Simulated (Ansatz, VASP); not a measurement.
**One calculation of W, two programs**

```xyz
1
Lattice="0.0000 2.0210 2.0210 2.0210 0.0000 2.0210 2.0210 2.0210 0.0000" Properties=species:S:1:pos:R:3 pbc="T T T"
W     0.0000    0.0000    0.0000
```

Alike in both runs: functional RPBE; k mesh 5 × 5 × 5; no spin polarisation.

Ansatz relaxed the structure, and its values are those at the end. VASP's run is a single point on that final structure, the one shown.

```csv
,VASP,Ansatz
version,VASP 6.6.1,Ansatz 0.2.0
potentials or method,"VASP PAW PBE potentials, release 64 (W_sv)","plane waves, PAW"
plane-wave cutoff (eV),520,420
occupations,"fermi-dirac, width 0.1 eV",fermi-dirac
valence electrons in the cell,14,14
```

```csv
,VASP,Ansatz,Ansatz less VASP
pressure (GPa),2.5,2.0,-0.46
```

Caveats: the k mesh is coarse (spacing up to 0.54 Å⁻¹), so the values aren't converged; the PAW data sets were made with another functional, which shifts forces and pressure a little (VASP). The runs have no spin-orbit coupling, so splittings on W are missing.
